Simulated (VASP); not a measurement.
Wanted: the native input for a VASP 6.6.1 run.

| Quantity | Value |
| --- | --- |
| Task | single point |
| Functional | PBE |
| Dispersion | D3(BJ) |
| Potentials or basis | VASP PAW PBE potentials, release 64 (Sb) |
| Cutoff | 520 eV |
| k mesh | 12 × 12 × 1 |
| Occupations | gaussian, width 0.04 eV |
| Spin | no spin polarisation |
| Dipole correction | yes |
| Further INCAR settings | ALGO = Fast; EDIFF = 1e-07; NBANDS = 12 |

The structure of Sb lies in POSCAR:

```
Sb
1.0
    4.0685005494      0.0000000000      0.0000000000
   -2.0342502747      3.5234248311      0.0000000000
    0.0000000000      0.0000000000     20.5300000000
Sb
2
Direct
    0.3333333333      0.6666666667      0.5509961463
    0.6666666667      0.3333333333      0.6317519021
```

The cell was built by a generator and needn't be a form met in nature.

One way to write it, as run:

INCAR

```
SYSTEM = Sb
PREC = Accurate ; ENCUT = 520
EDIFF = 1E-7 ; ISMEAR = 0
SIGMA = 0.04 ; LREAL = .False.
LASPH = .True. ; NELM = 100
ALGO = Fast ; ISIF = 2
LWAVE = .False. ; LCHARG = .False.
LDIPOL = .True. ; IDIPOL = 3
DIPOL = 0.5 0.5 0.591 ; GGA = PE
IVDW = 12 ; NBANDS = 12
```

KPOINTS

```
regular mesh
0
Gamma
  12 12 1
  0 0 0
```

Potentials or basis: VASP PAW PBE potentials, release 64 (Sb).

The run is started by

```sh
$ cat potpaw_PBE.64/Sb/POTCAR > POTCAR
$ mpirun -np 1 vasp_std > vasp.out
```

It gave:

```yaml
Largest_force: 0.015 eV/Å
Band_gap_on_the_k_mesh: 1.16 eV, indirect (least direct gap 1.63 eV)
Dispersion_energy_per_atom: -0.237 eV
```

Caveat: spin-orbit coupling is left out, which moves the levels of the heavy elements.

It took 110 s on 1 thread of Intel(R) Xeon(R) Platinum 8488C (Sapphire Rapids) (shared host), peak memory 0.39 GiB.
